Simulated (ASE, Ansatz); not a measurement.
# Structural relaxation of random fluorite-type (Ti, Sn, Zr)O2 solid solution (96 atoms), part 3 of 3

Aim: bring random fluorite-type (Ti, Sn, Zr)O2 solid solution (96 atoms) to a nearby minimum of the energy and see what moves.

Ansatz 0.2.0; Kohn-Sham DFT, r2SCAN, PAW (set soft_2), plane waves.

The cell: 12 Zr, 64 O, 12 Ti and 8 Sn. The host structure and its lattice constant were typed by rule, without a check against the phase diagram. Only the Γ point is sampled, in a cell whose shortest periodic width is 10 Å.

So far. Step 3 (Relaxation): The relaxation changed the energy by -209 meV/atom, and atoms moved by 0.40 Å r.m.s., 0.69 Å at most.

## (5) Single point at the relaxed geometry

The electronic structure is read at the final geometry, in a run of its own.

input.yaml reads:

```yaml
crystal:
  lattice:
    - [9.966, 0.0, 0.0]
    - [0.0, 9.966, 0.0]
    - [0.0, 0.0, 9.966]
  atoms:
    - { symbol: Zr, position: [0.99955, 0.00057, 0.99855] }
    - { symbol: O, position: [0.11601, 0.15966, 0.14324] }
    - { symbol: O, position: [0.33416, 0.41903, 0.39731] }
    - { symbol: Ti, position: [0.9844, 0.25972, 0.2383] }
    [... 86 atom lines left out ...]
    - { symbol: Ti, position: [0.75535, 0.48954, 0.74075] }
    - { symbol: O, position: [0.91273, 0.67837, 0.90217] }
    - { symbol: O, position: [0.62455, 0.8961, 0.60747] }
    - { symbol: Sn, position: [0.757, 0.76799, 0.50517] }
    - { symbol: O, position: [0.88613, 0.84001, 0.65309] }
    - { symbol: O, position: [0.65751, 0.58846, 0.88175] }
kpoints:
  mp_grid: { grid: [1, 1, 1] }
hamiltonian:
  xc: r2scan
scf:
  occupations: { method: fermi_dirac, width: 0.025 }
output:
  forces: true
  stress: true
  populations: true
  dos:
    method: { smearing: { sigma: 0.1 } }
    de: 0.1
    projected: { site_lists: { O: [O], Sn: [Sn], Ti: [Ti], Zr: [Zr] } }
  eigenvalues: true
  write_density: true
  write_potential: true
  volumetric_format: npy
```

Command:

```bash
$ ansatz run input.yaml --threads 4 --pin off --max-ram 8192MiB --backend cpu --events-out ev --progress --plain --runs-dir out
```

Log:

```text
[...]
Crystal: 96 atoms, lattice volume = 989.835 Å³
Basis set: ecut = 500 eV, 25269 PW (Γ), exchange–correlation on 300×300×300 points (64 copies of the dense FFT grid, shifted against one another)
Bands: 488, of which v1, the nominal top of the filled ones, is band 392 counted from 1 (391 counted from 0)
Symmetry: 1 space group operations
[...]
k-points: 1
[...]
SCF iter   1: F=—  HF=-165210.540041 eV  |F-HF|=—  |Δ(HF+E_count)|=         —  Δρ=2.14e-2  dr2=5.37e0  dr2_τ=6.41e0  ethr=1.77e-3  ⟨swp⟩=6.0  Hψ=1879  notcnv=0  defer=61
[...]
SCF iter  11: F=-165212.215585 eV  HF=-165212.215585 eV  |F-HF|=3.35e-8  |Δ(HF+E_count)|=  9.90e-10  Δρ=2.33e-6  dr2=5.10e-8  dr2_τ=7.81e-9  ethr=1.28e-11  ⟨swp⟩=16.0  Hψ=3561  notcnv=0
SCF 1 converged in 11 iterations: F = -165212.215585 eV  dr2 = 5.10e-8
[...]
SCF converged after 11 iterations
Free energy (F): -165212.215585 eV
[...]
Internal energy: -165212.215585 eV  (E = F + TS)
E sigma→0 (E₀):  -165212.215585 eV
Fermi energy:    12.618842 eV
[...]
--- Forces (eV/Å), atoms counted from 1 ---
  atom   1  Zr     0.01556995    -0.02509058    -0.00937874
  atom   2  O     -0.01242800     0.00504606     0.00595757
  atom   3  O      0.01460755     0.00407270    -0.00370104
  atom   4  Ti     0.03747654    -0.00624017    -0.00269561
  atom   5  O     -0.00632487    -0.01173558     0.00854232
  atom   6  O      0.00438387     0.00659808     0.00877435
  atom   7  Zr    -0.00674553    -0.02118099    -0.02327379
  atom   8  O      0.00399583    -0.01353189     0.00137032
  atom   9  O      0.01001612    -0.01287316    -0.00792289
  atom  10  Sn    -0.00728469     0.00859185     0.00078692
  atom  11  O      0.00089873     0.00293038    -0.01044185
  atom  12  O      0.00213607     0.01080537    -0.00470422
  atom  13  Zr     0.00803310    -0.00616185    -0.01547167
  atom  14  O      0.00870742    -0.00160674    -0.00419483
[...]
atom  95  O     -0.00506197     0.00431504    -0.01026075
  atom  96  O      0.00941736    -0.00984523    -0.01881109
  max |Σ_I F_I| component: 9.61e-5 eV/Å
--- Stress (GPa, compression-positive) ---
        6.920102       0.659124       0.157066
        0.659125      17.368657       0.440691
        0.157065       0.440690       4.486795
  P = ⅓ Tr σ = 9.5919 GPa (95.919 kbar)
--- Band table (eV) ---
[...]
--- Löwdin populations: 96 sites ---
  site symbol       q [e]
     0     Zr     10.4859
     1      O      6.7563
     2      O      6.6914
[...]
95      O      6.7284
  spilling = 0.004350 (of n_electrons = 784.000000)
```

Run time: 64 s. Hardware: 4 threads of Arm Neoverse V1, shared host; peak memory 3.1 GiB; 4.1 min of CPU time.

The run gave:

```
free energy                                      : -165212.2156 eV
free energy per atom                             : -1720.9606 eV/atom
SCF cycles                                       : 11
pressure                                         : 9.592 GPa
r.m.s. force component                           : 0.01406 eV/Å
longest force                                    : 0.06057 eV/Å
Fermi energy                                     : 12.62 eV
gap (highest filled to lowest empty level) : 3.035 eV
spilling of the projection                       : 0.00435
```

Löwdin charges by element and coordination (they lack the spilled electrons, 0.036 e an atom on average):

| element | coordination | atoms | mean charge (e) | spread | least | most |
| --- | --- | --- | --- | --- | --- | --- |
| O | all | 64 | -0.731 | 0.0426 | -0.835 | -0.629 |
| O | 3 | 26 | -0.711 | 0.0388 | -0.8 | -0.629 |
| O | 4 | 38 | -0.744 | 0.0401 | -0.835 | -0.670 |
| Sn | all | 8 | 1.80 | 0.0099 | 1.78 | 1.81 |
| Sn | 6 | 3 | 1.79 | 0.0088 | 1.78 | 1.80 |
| Sn | 7 | 5 | 1.80 | 0.0094 | 1.78 | 1.81 |
| Ti | all | 12 | 1.45 | 0.0169 | 1.43 | 1.49 |
| Ti | 6 | 3 | 1.44 | 0.0015 | 1.44 | 1.44 |
| Ti | 7 | 9 | 1.46 | 0.0168 | 1.43 | 1.49 |
| Zr | all | 12 | 1.53 | 0.0211 | 1.50 | 1.57 |

Density of states as counts of states in windows of 1 eV (from the Fermi level), total and the larger projections:

| from (eV) | to (eV) | total | O p | Ti d | Zr d |
| --- | --- | --- | --- | --- | --- |
| -14 | -10 | 0.0 | 0.0 | 0.0 | 0.0 |
| -10 | -9 | 3.6 | 2.1 | 0.1 | 0.1 |
| -9 | -8 | 8.4 | 5.1 | 0.2 | 0.3 |
| -8 | -7 | 12.8 | 8.7 | 0.6 | 1.0 |
| -7 | -6 | 49.7 | 36.1 | 4.2 | 4.8 |
| -6 | -5 | 70.0 | 53.4 | 6.4 | 5.3 |
| -5 | -4 | 70.1 | 57.1 | 4.8 | 3.8 |
| -4 | -3 | 71.0 | 61.3 | 3.8 | 2.6 |
| -3 | -2 | 70.9 | 64.0 | 2.5 | 2.2 |
| -2 | -1 | 27.5 | 26.0 | 0.6 | 0.4 |
| -1 | 1 | 0.0 | 0.0 | 0.0 | 0.0 |
| 1 | 2 | 24.4 | 2.3 | 19.6 | 1.0 |
| 2 | 3 | 44.7 | 6.0 | 31.4 | 3.8 |
| 3 | 4 | 46.5 | 7.1 | 16.9 | 17.4 |
| 4 | 5 | 51.3 | 10.4 | 15.7 | 17.8 |

Between -26 and -14 eV lie 208 more states.

About 192 of the 784 electrons lie in deeper levels, below the stored range.

The levels nearest the highest filled one (over half full), pooled over k-points and spins:

| level less the highest filled one (eV) | occupation |
| --- | --- |
| -0.225 | 2 |
| -0.136 | 2 |
| -0.113 | 2 |
| -0.0893 | 2 |
| -0.0345 | 2 |
| 0 | 2 |
| 3.04 | 0 |
| 3.06 | 0 |
| 3.13 | 0 |
| 3.18 | 0 |
| 3.26 | 0 |
| 3.29 | 0 |

Valence density in the ac plane at fractional y = 0.001, with atoms of Zr and Ti and Sn within 0.2 Å of it. It is the smooth field of the valence electrons, not physical close to the nuclei.

Ten steps, logarithmic in the rise over the least value, from '0' (0 e/Å³) to '9' (13 e/Å³), each cell a mean:
```
7752100000147997421001122367
6532210011235775321111233345
2222221123322332222112343222
0012223233321111112344332110
0001367643211000013566631000
0001589852100000014677741000
0001589852100000013677641000
0011356532210000112455432100
1112222233321111122222333211
4422211233323433222111233224
7642110122236875321001222356
6752100001248997321000111367
7752211000137886322110001257
5433321001124553333311011235
1122332111233221234321112211
0012234432332110123344322110
0001256764222100012567642100
0000367775211000003677752000
0001367775210000012577752000
0011245653110000112355531100
0112322222221101122222222211
3323321111222222222211112223
7642211001224554222100011256
7752110000136997321000011367
```
Columns run along a (10.0 Å), rows up along c (10.0 Å). Atoms in or near the plane, at fractional coordinates: Zr at (0.00, 0.00), Zr at (0.25, 0.25), Zr at (0.01, 0.51), Ti at (0.22, 0.75), Sn at (0.49, 0.98), Zr at (0.75, 0.25), Sn at (0.49, 0.50), Zr at (0.74, 0.75).

Electrostatic potential energy in the ac plane at fractional y = 0.001, with atoms of Zr and Ti and Sn within 0.2 Å of it. With pseudopotentials it is smooth inside the atoms' cores, unlike the true potential.

Ten even steps from '0' (-58 eV) to '9' (17 eV), each cell a mean:
```
0158999999878998789999999730
3579999999977887799999999864
8899999999998778999999999988
9999987889999999998876789999
9999754579999999997421479999
9998543458999999986100168999
9998644458999999987200268999
9999765679999999998644689999
8999988899999889999888899998
6789999999987777899999999986
1268999999977997799999999852
0048999999879998799999999730
0158999999878997799999999841
4679999999987777899999999975
8899999999998889999999999998
9999987678999999999876789999
9999852136899999998521368999
9999730005899999997300048999
9999730015899999997400158999
9999874357999999998754579999
9999988889999999999988899999
6789999999998888999999999987
1378999999987777899999999852
0058999999878998789999999730
```
Columns run along a (10.0 Å; values clipped at the 3rd and 97th percentile), rows up along c (10.0 Å). Atoms in or near the plane, at fractional coordinates: Zr at (0.00, 0.00), Zr at (0.25, 0.25), Zr at (0.01, 0.51), Ti at (0.22, 0.75), Sn at (0.49, 0.98), Zr at (0.75, 0.25), Sn at (0.49, 0.50), Zr at (0.74, 0.75).

Mean Löwdin charges: O -0.73, Sn +1.80, Ti +1.45, Zr +1.53 e (they miss 0.43 % of the electrons, so they add up to more than the cell's charge). The largest share in the top eV of filled states is O p (94 % of the projected weight), and in the lowest eV of empty states Ti d (79 % of the projected weight).

A closer look about Ti64, picked at random: 13 atoms, nearest first, numbered in the order of the input, with positions taken from that point.

| atom | x | y | z | distance (Å) | bonds | Löwdin charge (e) |
| --- | --- | --- | --- | --- | --- | --- |
| Ti64 | 0.00 | 0.00 | 0.00 | 0.00 | 7 | 1.43 |
| O20 | -1.24 | -0.94 | 0.94 | 1.82 | 4 | -0.74 |
| O62 | 0.84 | -1.14 | -1.24 | 1.88 | 4 | -0.74 |
| O65 | 1.56 | 0.79 | 0.80 | 1.92 | 3 | -0.73 |
| O23 | -1.21 | 0.72 | -1.31 | 1.92 | 4 | -0.73 |
| O15 | -0.94 | 1.50 | 1.13 | 2.10 | 3 | -0.70 |
| O72 | 1.15 | -1.55 | 1.28 | 2.31 | 4 | -0.79 |
| O69 | 1.28 | 1.41 | -1.58 | 2.47 | 4 | -0.71 |
| O18 | -1.77 | -1.79 | -1.54 | 2.95 | 3 | -0.73 |
| Zr43 | -2.37 | 2.33 | -0.19 | 3.32 | 8 | 1.55 |
| Sn58 | 2.35 | -0.24 | 2.34 | 3.33 | 7 | 1.80 |
| Ti91 | 2.44 | 2.26 | -0.27 | 3.34 | 7 | 1.48 |
| Ti73 | 0.02 | 2.61 | 2.25 | 3.45 | 6 | 1.44 |

The column of bonds counts only the pairs O-Ti within 2.64 Å, O-Zr within 2.93 Å, O-Sn within 2.52 Å; other neighbours, such as metal atoms beside each other in a compound, aren't counted, and periodic images can show an atom twice.

## (6) Results

- energy change in the relaxation: -208.7 meV/atom
- r.m.s. displacement: 0.399 Å
- largest displacement: 0.692 Å
- free energy per atom: -1720.9606 eV/atom
- density: 6.111 g/cm³
- pressure: 9.592 GPa
- r.m.s. force component: 0.01406 eV/Å
- gap (highest filled to lowest empty level): 3.035 eV
- wall time of the 3 DFT runs: 16 min

In words: Relaxation lowers the energy by 209 meV/atom and moves atoms by 0.40 Å r.m.s.; the r.m.s. force component goes from 1.1 to 0.014 eV/Å, the pressure goes from 3.7 to 9.6 GPa, and the gap from 1.32 to 3.04 eV. By the final cutoffs 26 of 256 bonded pairs parted and 0 joined. From the first step to the last the energy fell by 20.037 eV, and the largest move was 0.69 Å (O92). The O-Ti bonds change most in mean length: from 2.160 Å (spread 0.064) to 2.052 Å (spread 0.203), and their number from 96 to 81. With the cutoffs above, 59 % of O atoms have 4, 62 % of Sn atoms have 7, 75 % of Ti atoms have 7 and all Zr atoms have 8 bonded neighbours. Filled and empty levels are parted by 3.04 eV at Γ alone; the mesh holds the band edges only if they fold onto it, so the gap at this level can be narrower or closed, while semilocal functionals tend to narrow gaps against experiment.

**Limits.** The stress is far from hydrostatic: its diagonal is 6.9, 17.4, 4.5 GPa, compression counted positive. The pressure of 9.6 GPa means that a free cell would grow at this level.

[Logs are printed without paths, hosts, clocks, repeated set-up lines and the standing remarks that a program may print on its own settings, such as how far it seeks lower states.]

[Hosts, paths, dates, database ids (printed as entryN), source tags and the programs' standing remarks are cut or masked in the printed files.]
